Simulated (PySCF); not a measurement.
## Calculated properties of `C(=O)c1ccccc1`

C₇H₆O.
SMILES with atom numbers: `[O:1]=[CH:2][c:3]1[cH:4][cH:5][cH:6][cH:7][cH:8]1` (hydrogens: H9 on C2; H10 on C4; H11 on C5; H12 on C6; H13 on C7; H14 on C8)

Among its groups: aldehyde and benzene ring.

**GFN2-xTB geometry**

- Point group of the GFN2-xTB geometry: Cs
- Rotational constants A, B, C of the GFN2-xTB geometry: 5.309, 1.581, 1.218 GHz

From wB97X-D/def2-SVPD ground state and vertical TDDFT (core frozen in the response) (PySCF):

* Dipole moment: 3.52 D
* HOMO energy: -9.56 eV
* LUMO energy: -0.25 eV
* HOMO–LUMO gap: 9.31 eV
* Lowest singlet excitation: 3.88 eV (319 nm, f = 0.000)
* Strongest line among the 8 lowest singlet transitions: S6 at 6.86 eV (181 nm, f = 0.474)
* Lowest triplet excitation (Tamm–Dancoff): 3.40 eV
* Static isotropic polarisability: 83.0 au
* Electronic spatial extent ⟨r²⟩ about the centre of nuclear charge: 927 bohr²

Monoisotopic mass from the formula: 106.0419 u.

The polarisability is 12.29 Å³ as a volume (1 au = 0.148185 Å³), or 1.48 au for each of the 56 electrons. The rotational constants make it an asymmetric top with κ = (2B − A − C)/(A − C) = -0.82, nearer the prolate limit (−1). In wavenumbers S1 is 31300 cm⁻¹ (1 eV = 8065.54 cm⁻¹). The vertical singlet–triplet gap S1 − T1 is 0.48 eV (TDDFT singlet less Tamm–Dancoff triplet). A dipole of 3.52 D is allowed in Cs, and pure rotational transitions are dipole-allowed. The dipole equals about 11.7 × 10⁻³⁰ C·m (1 D = 3.33564 × 10⁻³⁰ C·m). With B = h/(8π²I), that is 505.379 GHz u Å² over I, the principal moments of inertia are 95.2, 319.7 and 414.9 u Å² (most abundant isotopes).

One conformer (not necessarily the lowest) at the GFN2-xTB geometry, without solvent, vibrations or thermal averaging.

Shape of the structure used: `[O:1]=[CH:2][c:3]1[cH:4][cH:5][cH:6][cH:7][cH:8]1`: O1–C2–C3–C4 180°.
